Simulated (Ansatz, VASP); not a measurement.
**WC in VASP and in Ansatz**

File INCAR:

```
PREC     = Accurate       # precision mode
ENCUT    = 600            # plane-wave cutoff, eV
EDIFF    = 1E-6           # SCF threshold, eV
ISMEAR   = 0              # smearing method
SIGMA    = 0.1            # smearing width, eV
LREAL    = F              # projectors in reciprocal space
LASPH    = T              # aspherical terms in the spheres
NELM     = 100            # most SCF steps
ALGO     = Normal         # electronic algorithm
ISIF     = 3              # what is computed and relaxed
LWAVE    = F              # write WAVECAR
LCHARG   = F              # write CHGCAR
GGA      = PS             # functional
IBRION   = 2              # ionic algorithm
NSW      = 100            # ionic steps
EDIFFG   = -0.005         # ionic threshold
```

Contents of KPOINTS:

```
regular mesh
0
Gamma
  18 18 14
```

The input POSCAR:

```
WC
1.0
    2.9005014360      0.0000000000      0.0000000000
   -1.4502507180      2.5119079273      0.0000000000
    0.0000000000      0.0000000000      2.8290000000
W C
1 1
Direct
    0.0000000000      0.0000000000      0.0000000000
    0.6666666667      0.3333333333      0.5000000000
```

Input for Ansatz:

```yaml
crystal:
  lattice:
    - [2.900501436, 0.0, 0.0]
    - [-1.450250718, 2.5119079273, 0.0]
    - [0.0, 0.0, 2.829]
  atoms:
    - { symbol: W, position: [0.0, 0.0, 0.0] }
    - { symbol: C, position: [0.6666666667, 0.3333333333, 0.5] }
basis:
  ecutwfc: 420
kpoints:
  mp_grid: { grid: [18, 18, 14] }
hamiltonian:
  xc: pbesol
scf:
  occupations: { method: gaussian, width: 0.1 }
output:
  forces: true
  stress: true
  eigenvalues: true
relax:
  adjacent_minimum: "off"
  f_tol: 0.005
  max_steps: 80
  cell: { stress_tol: 0.05 }
```

Alike in both runs: task relaxation of cell and atoms; functional PBEsol; k mesh 18 × 18 × 14; occupations gaussian, width 0.1 eV; no spin polarisation.

|  | VASP | Ansatz |
| --- | --- | --- |
| version | VASP 6.6.1 | Ansatz 0.2.0 |
| potentials or method | VASP PAW PBE potentials, release 64 (W_sv, C) | scalar-relativistic, plane waves, PAW |
| plane-wave cutoff (eV) | 600 | 420 |
| valence electrons in the cell | 18 | 18 |

Ansatz gave:

| Item | Value |
| --- | --- |
| gap on the k mesh at the Fermi level, each at its own relaxed structure (eV) | none |
| relaxed volume (Å³/atom) | 10.29 |
| relaxed cell length with the largest relative difference (Å) | 2.828 |

Problem. Estimate VASP's values.

Solution. gap on the k mesh at the Fermi level, each at its own relaxed structure (eV): none; relaxed volume (Å³/atom): 10.32; relaxed cell length with the largest relative difference (Å): 2.831.

A gap of «none» marks a metal or a gap that the smearing closes.

Caveats: the PAW data sets were made with another functional, which shifts forces and pressure a little (VASP). Spin-orbit coupling is left out, which matters for the levels of W.
